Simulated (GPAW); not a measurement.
# BN (P6_3/mmc) in GPAW: tuning density mixer

Aim: find the choice of density mixer that runs BN fastest, at PBE. This setting moves, with any that are tied to it; all else stays.

Everything below comes from runs of GPAW 26.7.0. Logs are shortened: lines on timing, memory, paths and dates and some standing lists are left out, and cuts for length are marked. The log counts tension as positive stress, the text compression.

## Step 1: The crystal as given

Symmetry: P6_3/mmc, No. 194, hexagonal system. The conventional cell has a = 2.498 Å, b = 2.498 Å, c = 6.636 Å, α = 90.00°, β = 90.00°, γ = 120.00°. Around N (site symmetry -6m2) lie 3 B at 1.44 Å. B (site symmetry -6m2) has 3 N at 1.44 Å as nearest neighbours.

## Step 2: With density mixer default

Contents of run.py:

```python
from ase import Atoms
from ase.dft.bandgap import bandgap
from ase.io import write
from ase.units import GPa
from gpaw import GPAW, PW

atoms = Atoms(['N', 'N', 'B', 'B'],
              cell=[[2.49824, 0.0, 0.0],
                    [-1.24912, 2.1635393048, 0.0],
                    [0.0, 0.0, 6.6357]],
              scaled_positions=[[0.6666666667, 0.3333333333, 0.25],
                                [0.3333333333, 0.6666666667, 0.75],
                                [0.6666666667, 0.3333333333, 0.75],
                                [0.3333333333, 0.6666666667, 0.25]],
              pbc=True)

calc = GPAW(mode=PW(800),
            xc='PBE',
            kpts={'size': (9, 9, 3), 'gamma': True},
            occupations={'name': 'fermi-dirac', 'width': 0.05},
            nbands=18,
            convergence={'density': 1e-05, 'energy': 1e-05},
            maxiter=100,
            txt='gpaw.txt')
atoms.calc = calc
energy = atoms.get_potential_energy()
forces = atoms.get_forces()
stress = atoms.get_stress()
calc.write('gs.gpw')
write('result.traj', atoms)
print(f'Energy: {energy:.6f} eV')
print('Forces (eV/A):')
print(forces.round(4))
print('Stress (GPa):', (stress / GPa).round(3))
print('Fermi level:', round(calc.get_fermi_level(), 4), 'eV')
print(f'Gap: {bandgap(calc)[0]:.4f} eV, direct: {bandgap(calc, direct=True)[0]:.4f} eV')
```

Potentials or basis: GPAW PAW data sets (gpaw-data 1.2.1), pw.

Run with:

```console
$ OMP_NUM_THREADS=1 python run.py
```

It took 36 s on 1 thread of Arm Neoverse N1, host not shared; peak memory 0.16 GiB.

The run converged. Its results:

```
Free energy            : -35.2448 eV
Pressure               : 4.3 GPa
Band gap on the k mesh : 4.43 eV, indirect (least direct gap 4.71 eV)
```

## Step 3: With density mixer pulay

run.py: that of step 2 with these lines changed.

```diff
@@ -22,2 +22,3 @@
             convergence={'density': 1e-05, 'energy': 1e-05},
+            mixer={'backend': 'pulay'},
             maxiter=100,
```

Potentials or basis: GPAW PAW data sets (gpaw-data 1.2.1), pw.

Run with:

```console
$ OMP_NUM_THREADS=1 python run.py
```

Run time: 41 s. Hardware: 1 thread of Arm Neoverse N1, host not shared; peak memory 0.16 GiB.

Results (log left out):

- Free energy: -35.2448 eV
- Pressure: 4.3 GPa
- Band gap on the k mesh: 4.43 eV, indirect (least direct gap 4.71 eV)

## Step 4: With density mixer pulay beta=0.02 nmaxold=8 weight=100.0

run.py: that of step 3 with these lines changed.

```diff
@@ -22,3 +22,3 @@
             convergence={'density': 1e-05, 'energy': 1e-05},
-            mixer={'backend': 'pulay'},
+            mixer={'backend': 'pulay', 'beta': 0.02, 'nmaxold': 8, 'weight': 100.0},
             maxiter=100,
```

Run with:

```console
$ OMP_NUM_THREADS=1 python run.py
```

It took 50 s on 1 thread of Arm Neoverse N1, host not shared; peak memory 0.16 GiB.

The run converged. Its results:

```yaml
Free_energy: -35.2448 eV
Pressure: 4.3 GPa
Band_gap_on_the_k_mesh: 4.43 eV, indirect (least direct gap 4.71 eV)
```

## Step 5: With density mixer pulay beta=0.25 nmaxold=5 weight=1.0

run.py: that of step 4 with these lines changed.

```diff
@@ -22,3 +22,3 @@
             convergence={'density': 1e-05, 'energy': 1e-05},
-            mixer={'backend': 'pulay', 'beta': 0.02, 'nmaxold': 8, 'weight': 100.0},
+            mixer={'backend': 'pulay', 'beta': 0.25, 'nmaxold': 5, 'weight': 1.0},
             maxiter=100,
```

Run with:

```console
$ OMP_NUM_THREADS=1 python run.py
```

It took 36 s on 1 thread of Arm Neoverse N1, host not shared; peak memory 0.16 GiB.

The run converged. Its results:

| Item | Value |
| --- | --- |
| Free energy | -35.2448 eV |
| Pressure | 4.3 GPa |
| Band gap on the k mesh | 4.43 eV, indirect (least direct gap 4.71 eV) |

## Step 6: With density mixer msr1 nmaxold=20

run.py: that of step 5 with these lines changed.

```diff
@@ -22,3 +22,3 @@
             convergence={'density': 1e-05, 'energy': 1e-05},
-            mixer={'backend': 'pulay', 'beta': 0.25, 'nmaxold': 5, 'weight': 1.0},
+            mixer={'backend': 'msr1', 'nmaxold': 20},
             maxiter=100,
```

Potentials or basis: GPAW PAW data sets (gpaw-data 1.2.1), pw.

Run with:

```console
$ OMP_NUM_THREADS=1 python run.py
```

Wall time 36 s (1 thread of Arm Neoverse N1, host not shared); peak memory 0.17 GiB.

It converged, with:

```
Free energy            : -35.2448 eV
Pressure               : 4.3 GPa
Band gap on the k mesh : 4.43 eV, indirect (least direct gap 4.71 eV)
```

## Step 7: With density mixer msr1 beta=0.15

run.py: that of step 6 with these lines changed.

```diff
@@ -22,3 +22,3 @@
             convergence={'density': 1e-05, 'energy': 1e-05},
-            mixer={'backend': 'msr1', 'nmaxold': 20},
+            mixer={'backend': 'msr1', 'beta': 0.15},
             maxiter=100,
```

Run with:

```console
$ OMP_NUM_THREADS=1 python run.py
```

Wall time 35 s (1 thread of Arm Neoverse N1, host not shared); peak memory 0.16 GiB.

Results (log left out):

| Item | Value |
| --- | --- |
| Free energy | -35.2448 eV |
| Pressure | 4.3 GPa |
| Band gap on the k mesh | 4.43 eV, indirect (least direct gap 4.71 eV) |

## Step 8: With density mixer pulay beta=0.15 nmaxold=20 weight=50.0

run.py: that of step 7 with these lines changed.

```diff
@@ -22,3 +22,3 @@
             convergence={'density': 1e-05, 'energy': 1e-05},
-            mixer={'backend': 'msr1', 'beta': 0.15},
+            mixer={'backend': 'pulay', 'beta': 0.15, 'nmaxold': 20, 'weight': 50.0},
             maxiter=100,
```

Run with:

```console
$ OMP_NUM_THREADS=1 python run.py
```

Wall time 40 s (1 thread of Arm Neoverse N1, host not shared); peak memory 0.16 GiB.

Results (log left out):

```
Free energy            : -35.2448 eV
Pressure               : 4.3 GPa
Band gap on the k mesh : 4.43 eV, indirect (least direct gap 4.71 eV)
```

## Step 9: With density mixer msr1 weight=1.0

run.py: that of step 8 with these lines changed.

```diff
@@ -22,3 +22,3 @@
             convergence={'density': 1e-05, 'energy': 1e-05},
-            mixer={'backend': 'pulay', 'beta': 0.15, 'nmaxold': 20, 'weight': 50.0},
+            mixer={'backend': 'msr1', 'weight': 1.0},
             maxiter=100,
```

Potentials or basis: GPAW PAW data sets (gpaw-data 1.2.1), pw.

Run with:

```console
$ OMP_NUM_THREADS=1 python run.py
```

It took 36 s on 1 thread of Arm Neoverse N1, host not shared; peak memory 0.16 GiB.

The run converged. Its results:

- Free energy: -35.2448 eV
- Pressure: 4.3 GPa
- Band gap on the k mesh: 4.43 eV, indirect (least direct gap 4.71 eV)

## Step 10: With density mixer msr1 weight=100.0 beta=0.02

run.py: that of step 9 with these lines changed.

```diff
@@ -22,3 +22,3 @@
             convergence={'density': 1e-05, 'energy': 1e-05},
-            mixer={'backend': 'msr1', 'weight': 1.0},
+            mixer={'backend': 'msr1', 'weight': 100.0, 'beta': 0.02},
             maxiter=100,
```

Potentials or basis: GPAW PAW data sets (gpaw-data 1.2.1), pw.

Run with:

```console
$ OMP_NUM_THREADS=1 python run.py
```

gpaw.txt:

```text
__  _  _
 | _ |_)|_||  |
 |__||  | ||/\| - 26.7.0

Input parameters:
  mode=PW(ecut=800.0),
  convergence={'density': 1e-05, 'energy': 1e-05},
  kpts=MonkhorstPack(size=(9, 9, 3), gamma=True),
  maxiter=100,
  mixer=MSR1(name='msr1', nmaxold=10, beta=0.02, reg=0.005, gb_scale=1.0, max_A=0.75, trust_scale=1.0, soft_lim=4.0, hard_lim=6.0, weight=100.0, sigma=0.015, g_ss=None),
  nbands=18,
  occupations=Occupations(name='fermi-dirac', width=0.05),
  xc=XC(name='PBE')

Diagonalizing LCAO Hamiltonian
Converting LCAO to pw mode

        N B

        B N

Atoms  # Å, Bohr magnetons
|   | symbol |         x |        y |        z |    initial magnetic moments |
|---|--------|-----------|----------|----------|-----------------------------|
| 0 |      N |  1.249120 | 0.721180 | 1.658925 | ( 0.0000,  0.0000,  0.0000) |
| 1 |      N | -0.000000 | 1.442360 | 4.976775 | ( 0.0000,  0.0000,  0.0000) |
| 2 |      B |  1.249120 | 0.721180 | 4.976775 | ( 0.0000,  0.0000,  0.0000) |
| 3 |      B | -0.000000 | 1.442360 | 1.658925 | ( 0.0000,  0.0000,  0.0000) |

Unit cell  # Å
| periodic |         x |        y |        z |  lengths |     angles |
|----------|-----------|----------|----------|----------|------------|
|      yes |  2.498240 | 0.000000 | 0.000000 | 2.498240 |  90.000000 |
|      yes | -1.249120 | 2.163539 | 0.000000 | 2.498240 |  90.000000 |
|      yes |  0.000000 | 0.000000 | 6.635700 | 6.635700 | 120.000000 |

Number of symmetries: 12
Symmetry operations  # r_c * U_cc + t_c -> r_c
|    | kind |            matrix            |
|----|------|------------------------------|
|  0 |  σ   |  1, 1, 0,  0,-1, 0,  0, 0, 1 |
|  1 |  S6  |  1, 1, 0, -1, 0, 0,  0, 0,-1 |
|  2 |  E   |  1, 0, 0,  0, 1, 0,  0, 0, 1 |
|  3 |  C2  |  1, 0, 0, -1,-1, 0,  0, 0,-1 |
|  4 |  C2  |  0, 1, 0,  1, 0, 0,  0, 0,-1 |
|  5 |  C3  |  0, 1, 0, -1,-1, 0,  0, 0, 1 |
|  6 |  S6  |  0,-1, 0,  1, 1, 0,  0, 0,-1 |
|  7 |  σ   |  0,-1, 0, -1, 0, 0,  0, 0, 1 |
|  8 |  σ   | -1, 0, 0,  1, 1, 0,  0, 0, 1 |
|  9 |  i   | -1, 0, 0,  0,-1, 0,  0, 0,-1 |
| 10 |  C3  | -1,-1, 0,  1, 0, 0,  0, 0, 1 |
| 11 |  C2  | -1,-1, 0,  0, 1, 0,  0, 0,-1 |

BZ-sampling:
  Number of BZ points: 243
  Number of IBZ points: 31

  Monkhorst-Pack size: [9, 9, 3]
  Monkhorst-Pack shift: [0, 0, 0]

K-points  # in reciprocal-cell coordinates
|     |                                coordinates |     weight |
|-----|--------------------------------------------|------------|
|   0 | (  0.00000000,   0.00000000,   0.00000000) | 0.00411523 |
|   1 | (  0.00000000,   0.00000000,   0.33333333) | 0.00823045 |
|   2 | (  0.11111111,   0.00000000,  -0.33333333) | 0.02469136 |
|   3 | (  0.11111111,   0.00000000,   0.00000000) | 0.02469136 |
|   4 | (  0.11111111,   0.00000000,   0.33333333) | 0.02469136 |
|   5 | (  0.22222222,  -0.11111111,   0.00000000) | 0.02469136 |
|   6 | (  0.22222222,  -0.11111111,   0.33333333) | 0.04938272 |
|   7 | (  0.22222222,   0.00000000,  -0.33333333) | 0.02469136 |
|   8 | (  0.22222222,   0.00000000,   0.00000000) | 0.02469136 |
|   9 | (  0.22222222,   0.00000000,   0.33333333) | 0.02469136 |
| ... |                                            |            |
|  30 | (  0.44444444,   0.44444444,   0.33333333) | 0.04938272 |

Plane wave coefficients: 1856
Cutoff: 800.0 eV

Spin-components: 1 (collinear spins)
Bands:           18
Projectors:      20
Spin-degeneracy: 2
Datatype:        complex128

Density:
  Valence electrons: 16.0
  Components: 1
  Grid points: [18 18 45]
  Charge: 0.0  # |e|

Potential:
  Grid points: [18 18 45]

species:
  N:
    name:    Nitrogen
    Z:       7.0
    valence: 5
    core:    2
    charge:  0.0  # [|e|]
    compensation charges:
      type: gauss
      rc: 0.18  # [Å]
      lmax: 2
    cutoffs:
      filter: 1.11  # [Å]
      core: 0.96  # [Å]
    projectors
    | kind |    occ | energy [eV] | rcut [Å] |
    |------|--------|-------------|----------|
    |   2s |  2.000 |     -18.583 |    0.603 |
    |   2p |  3.000 |      -7.089 |    0.529 |
    |    s |        |       8.629 |    0.603 |
    |    p |        |      20.123 |    0.529 |
    |    d |        |       0.000 |    0.577 |

    Using partial waves for N as LCAO basis

  B:
    name:    Boron
    Z:       5.0
    valence: 3
    core:    2
    charge:  0.0  # [|e|]
    compensation charges:
      type: gauss
      rc: 0.20  # [Å]
      lmax: 2
    cutoffs:
      filter: 1.14  # [Å]
      core: 1.38  # [Å]
    projectors
    | kind |    occ | energy [eV] | rcut [Å] |
    |------|--------|-------------|----------|
    |   2s |  2.000 |      -9.443 |    0.635 |
    |   2p |  1.000 |      -3.606 |    0.635 |
    |    s |        |      17.768 |    0.635 |
    |    p |        |      23.605 |    0.635 |
    |    d |        |       0.000 |    0.635 |

    Using partial waves for B as LCAO basis

Reference energy: -4302.422143  # eV

eigensolver:
  PPCG
  Converge bands: occupied
  niter=2

density mixing:
  MSR1-Mixer
  Pratt-step length: 0.02
  Maximum mixing coefficient: 0.75
  Old densities: 10
  SVD Regularization: 0.005
  Good broyden scale: 1.0
  Trust region scale: 1.0
  Backstep threshold: 4.0
  History deletion threshold: 6.0
  Fourier metric: weight=100.0, sigma=0.015

occupation numbers:
  Fermi-Dirac:
    width: 0.0500  # eV

poisson solver:
  ecut: 6400.0  # eV

xc functional:
  name: PBE with 2 nearest neighbor stencil

convergence criteria:
- Maximum integral of absolute [dens]ity change: 1e-05 electrons / valence electron
- Maximum [total energy] change in last 3 cyles: 1e-05 eV / valence electron
- Maximum integral of absolute [eigenst]ate change: 4e-08 eV^2 / valence electron
maximum number of iterations: 100

SCF iterations
|iter     | |      energy | eigst |  dens |
|---------|-|-------------|-------|-------|
|iter:   1| |  -38.405541 | +0.48 |       |
|iter:   2| |  -38.156361 | -1.36 | -0.64 |
|iter:   3| |  -35.325695 | -0.75 | -0.66 |
|iter:   4| |  -35.247263 | -2.09 | -1.25 |
|iter:   5| |  -35.243989 | -2.86 | -1.60 |
|iter:   6| |  -35.244765 | -4.33 | -2.19 |
|iter:   7| |  -35.244781 | -6.03 | -3.23 |
|iter:   8| |  -35.244782c| -7.05 | -3.78 |
|iter:   9| |  -35.244782c| -7.70c| -4.08 |
|iter:  10| |  -35.244782c| -8.60c| -5.17c|

Converged in 10 steps
Energy contributions relative to reference atoms: (reference = -4302.422143)

Energy contributions:
  Kinetic:          36.969925
  Coulomb:         -37.031346
  Zero:              0.198012
  External:          0.000000
  Xc:              -35.381373
  Entropy:          -0.000000
  Spinorbit:         0.000000
  ----------------------------
  Free energy:     -35.244782
  Extrapolated:    -35.244782

dipole moment: (0.000000, 0.000000, 0.000001)  # |e|*Ang

Fermi level: 5.087
Eigenvalues  # (at kpt = [0.000, 0.000, 0.000])
| band index |      eig [eV] | occ [0-2] |
|------------|---------------|-----------|
|          0 |       -13.764 |     2.000 |
|          1 |       -13.469 |     2.000 |
|          2 |        -2.179 |     2.000 |
|          3 |        -0.051 |     2.000 |
|          4 |         2.746 |     2.000 |
|          5 |         2.746 |     2.000 |
[... 8 lines left out ...]
|         14 |        16.435 |     0.000 |
|         15 |        17.179 |     0.000 |
|        ... |               |           |
|         17 |        20.775 |     0.000 |

Gap: 4.430 eV
Transition (v -> c):
  (s=0, k=17, n=7, [0.33, 0.33, 0.33]) -> (s=0, k=29, n=8, [0.44, 0.44, 0.00])
Direct/indirect transitions are different
Direct gap: 4.715 eV
Transition at: (s=0, k=29, n=7, [0.44, 0.44, 0.00])

Forces  # eV/Ang
|        x |       y |        z |
|----------|---------|----------|
| -0.00000 | 0.00000 | -0.00171 |  # N    0
| -0.00000 | 0.00000 |  0.00171 |  # N    1
| -0.00000 | 0.00000 | -0.00016 |  # B    2
| -0.00000 | 0.00000 |  0.00016 |  # B    3

Stress tensor  # eV/Ang^3
|         x |         y |         z |
|-----------|-----------|-----------|
| -0.034103 |  0.000000 |  0.000000 |
|  0.000000 | -0.034103 |  0.000000 |
|  0.000000 |  0.000000 | -0.012899 |

# Writing to gs.gpw (mode='')
```

stdout:

```text
Energy: -35.244782 eV
Forces (eV/A):
[[-0.      0.     -0.0017]
 [-0.      0.      0.0017]
 [-0.      0.     -0.0002]
 [-0.      0.      0.0002]]
Stress (GPa): [-5.464 -5.464 -2.067  0.     0.     0.   ]
Fermi level: 5.0872 eV
Gap: 4.4299 eV, direct: 4.7149 eV
```

Wall time 36 s (1 thread of Arm Neoverse N1, host not shared); peak memory 0.16 GiB.

Results:

* Free energy: -35.2448 eV
* Pressure: 4.3 GPa
* Band gap on the k mesh: 4.43 eV, indirect (least direct gap 4.71 eV)

## Step 11: Result

```tsv
density mixer	energy less the last converged row (meV/atom)	SCF cycles	wall time (s)	peak memory (GiB)
default	0.00	10	36	0.16
pulay	0.00	12	41	0.16
pulay beta=0.02 nmaxold=8 weight=100.0	0.00	14	50	0.16
pulay beta=0.25 nmaxold=5 weight=1.0	0.00	11	36	0.16
msr1 nmaxold=20	0.00	10	36	0.17
msr1 beta=0.15	0.00	10	35	0.16
pulay beta=0.15 nmaxold=20 weight=50.0	0.00	12	40	0.16
msr1 weight=1.0	0.00	10	36	0.16
msr1 weight=100.0 beta=0.02	0.00	10	36	0.16
```

Fastest here: msr1 beta=0.15 (35 s), level within noise with default, pulay, pulay beta=0.25 nmaxold=5 weight=1.0, msr1 nmaxold=20, pulay beta=0.15 nmaxold=20 weight=50.0, msr1 weight=1.0, msr1 weight=100.0 beta=0.02; slowest of those that converged: pulay beta=0.02 nmaxold=8 weight=100.0 (50 s). These are single runs, one after another on one machine, so differences under about a fifth mean little.

Caveats: an odd mesh through Γ misses points on the zone boundary, where band edges often lie; this functional lacks dispersion, which binds the layers, so the pressure and a relaxed spacing across them are unreliable.
